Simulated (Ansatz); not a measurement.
## K under compression and expansion

```cif
data_structure
_symmetry_space_group_name_H-M 'P 1'
_symmetry_Int_Tables_number 1
_cell_length_a 4.6723
_cell_length_b 4.6723
_cell_length_c 4.6723
_cell_angle_alpha 109.471
_cell_angle_beta 109.471
_cell_angle_gamma 109.471
_cell_volume 78.52
loop_
_atom_site_label
_atom_site_type_symbol
_atom_site_fract_x
_atom_site_fract_y
_atom_site_fract_z
_atom_site_occupancy
K1 K 0.00000 0.00000 0.00000 1
```

The runs use the primitive cell with vectors (-2.698, 2.698, 2.698), (2.698, -2.698, 2.698), (2.698, 2.698, -2.698) Å, to which the k mesh refers.

Structure from Materials Project entry mp-58 (possibly hypothetical), not relaxed further.

Methods: DFT, PBEsol, all-electron LAPW, scalar-relativistic (Ansatz 0.2.0); DFT, PBEsol, PAW with Ansatz's default frozen-core files, scalar-relativistic (Ansatz 0.2.0).

For LAPW: a Γ-centred 10×10×10 k mesh, Fermi–Dirac smearing of 0.05 eV, basis error target 0.5 meV/atom, no spin polarisation. PAW takes a cutoff of 420 eV at this cell (files made with PBE, cores remade for this functional). The Ansatz runs share mesh, smearing and spin set-up. Plane-wave (PAW) pressures include the program's estimate of the Pulay term.

The cell above is scaled evenly, with fractional coordinates and shape held.

```csv
V/V(cell),V (Å³/atom),"P, LAPW (GPa)","P, PAW (GPa)","free energy over the lowest listed, PAW (meV/atom)"
0.9600,75.378,-0.20,-0.20,0.0
0.9800,76.948,-0.26,-0.26,2.2
1.0000,78.519,-0.31,-0.31,5.0
1.0200,80.089,-0.36,-0.36,8.3
1.0400,81.659,-0.40,-0.40,12.0
```
